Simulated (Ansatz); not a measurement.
Compare A (`C=COC`) with its isomer B (`CC(C)=O`).

Gas-phase electronic energies from Ansatz, PBE0-D4/def2-TZVP geometries. CCSD(T)/CBS is the MP2 limit (def2-TZVPP, def2-QZVPP) plus CCSD(T) − MP2 in def2-TZVPP, frozen cores. DFT in def2-TZVPP. B3LYP here is the variant with VWN-RPA as its local correlation; programs differ in this. Each species was taken in one conformer, which may not be the lowest.

(1) Which isomer does CCSD(T)/CBS put lower? Give the gap. (Estimate.)

(2) Give E(B) − E(A) in kcal/mol with CCSD(T)/def2-SVP, ωB97M-V, B3LYP-D4, CCSD/def2-TZVPP, HF/def2-TZVPP, B3LYP, B2PLYP. (Estimate.)

(3) Does the order hold for the free energy at 298.15 K (harmonic terms from PBE0-D4)? (Estimate.)

Largest T1 diagnostic: 0.013.

Answers

(1) Ansatz gave: B, by 25.3 kcal/mol.

(2) Computed: CCSD(T)/def2-SVP -27.7, ωB97M-V -25.7, B3LYP-D4 -24.8, CCSD/def2-TZVPP -25.8, HF/def2-TZVPP -26.9, B3LYP -24.9, B2PLYP -25.6. None reverses the order clearly.

(3) Computed: Yes: G(B) − G(A) = -27.2 kcal/mol, for one conformer each. Modes under 60 cm⁻¹, often nearly free rotors, make the harmonic entropy too high.

Leaving LDA and LC-ωPBE aside and taking each functional with its dispersion term where it has one, the values, not all of them listed here, spread over 2.2 kcal/mol, from B97M-V to BLYP-D4. LDA lies +2.5 kcal/mol from PBE without D4. From BLYP to BHLYP (50 % exact exchange), in def2-TZVPP and without D4, E(B) − E(A) moves by −0.8 kcal/mol.
